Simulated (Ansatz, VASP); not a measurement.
**Na: VASP beside Ansatz**

Contents of INCAR:

```
ALGO     = Normal         # electronic algorithm
EDIFF    = 1E-6           # SCF threshold, eV
ENCUT    = 520            # plane-wave cutoff, eV
GGA      = PS             # functional
ISIF     = 2              # what is computed and relaxed
ISMEAR   = -1             # smearing method
LASPH    = True           # aspherical terms in the spheres
LCHARG   = False          # write CHGCAR
LREAL    = False          # projectors in reciprocal space
LWAVE    = False          # write WAVECAR
NBANDS   = 14             # bands
NELM     = 100            # most SCF steps
PREC     = Accurate       # precision mode
SIGMA    = 0.08           # smearing width, eV
```

File KPOINTS:

```
k-points
0
Gamma
  9 9 9
```

POSCAR

```
Na
1.0
    0.0000000000      3.1194872838      3.1194872838
    3.1194872838      0.0000000000      3.1194872838
    3.1194872838      3.1194872838      0.0000000000
Na
2
Direct
   -0.1250000000     -0.1250000000     -0.1250000000
    0.1250000000      0.1250000000      0.1250000000
```

Input for Ansatz:

```yaml
crystal:
  lattice:
    - [0.0, 3.1194872838, 3.1194872838]
    - [3.1194872838, 0.0, 3.1194872838]
    - [3.1194872838, 3.1194872838, 0.0]
  atoms:
    - { symbol: Na, position: [-0.125, -0.125, -0.125] }
    - { symbol: Na, position: [0.125, 0.125, 0.125] }
kpoints:
  mp_grid: { grid: [9, 9, 9] }
scf:
  occupations: { method: fermi_dirac, width: 0.08 }
hamiltonian:
  xc: pbesol
  pseudopotentials: { kind: paw }
output:
  forces: true
  stress: true
  eigenvalues: true
  populations: true
```

Change from the starting cell: volume scaled by 0.58, PAW files.

Alike in both runs: task single point; functional PBEsol; k mesh 9 × 9 × 9; occupations fermi-dirac, width 0.08 eV; no spin polarisation.

|  | VASP | Ansatz |
| --- | --- | --- |
| version | VASP 6.6.1 | Ansatz 0.2.0 |
| potentials or method | VASP PAW PBE potentials, release 64 (Na_pv) | PAW with Ansatz's default frozen-core files, scalar-relativistic |
| plane-wave cutoff (eV) | 520 | 420 |
| valence electrons in the cell | 14 | 18 |

```csv
,VASP,Ansatz,Ansatz less VASP
pressure (GPa),4.4,4.4,0.00
```

The two sets of potentials don't hold the same shells in valence.

Caveats: the PAW data sets were made with another functional, which shifts forces and pressure a little (VASP).
